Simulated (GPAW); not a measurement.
A run of GPAW 26.7.0 is set up as follows.

File run.py:

```python
from ase.filters import FrechetCellFilter
from ase.io import read, write
from ase.optimize import FIRE
from ase.units import GPa
from gpaw import GPAW, PW, setup_paths

setup_paths.insert(0, '.')

atoms = read('POSCAR')

calc = GPAW(mode=PW(600),
            xc='PBEsol',
            kpts={'size': (8, 8, 8), 'gamma': True},
            occupations={'name': 'fermi-dirac', 'width': 0.05},
            nbands=11,
            convergence={'density': 1e-05, 'forces': 0.0001},
            maxiter=150,
            txt='gpaw.txt')
atoms.calc = calc
opt = FIRE(FrechetCellFilter(atoms, scalar_pressure=-1 * GPa), trajectory='relax.traj', logfile='-')
done = opt.run(fmax=0.02, steps=40)
calc.write('gs.gpw')
write('result.traj', atoms)
print('Converged:', done)
print('Cell:', atoms.cell.cellpar().round(4))
print('Volume:', round(atoms.get_volume(), 4))
print(atoms.get_scaled_positions().round(5))
```

Contents of POSCAR:

```
GaAs
1.0
    0.0000000000      2.8268500000      2.8268500000
    2.8268500000      0.0000000000      2.8268500000
    2.8268500000      2.8268500000      0.0000000000
As Ga
1 1
Direct
    0.7500000000      0.7500000000      0.7500000000
    0.0000000000      0.0000000000      0.0000000000
```

Potentials or basis: PAW data sets generated in the run's folder for this functional, pw.

Command:

```console
$ gpaw-setup -f PBEsol As Ga
$ OMP_NUM_THREADS=1 python run.py
```

Problem. Estimate the space group after relaxing (to 0.05 Å).

Solution. F-43m (No. 216).

Problem. Predict the relaxed cell.

Solution. a = 4.044 Å, b = 4.044 Å, c = 4.044 Å, α = 60.00°, β = 60.00°, γ = 60.00°.

Problem. What does it give for the band gap on the k mesh?

Solution. 0.26 eV, direct.

Final structure:
```
CELL_PARAMETERS angstrom
0.00000 2.85924 2.85924
2.85924 0.00000 2.85924
2.85924 2.85924 0.00000
ATOMIC_POSITIONS crystal
As 0.75000 0.75000 0.75000
Ga 0.00000 0.00000 0.00000
```

Caveat: later steps reuse the first step's grids. A hybrid or GW would open this gap; PBEsol tends to underestimate it.
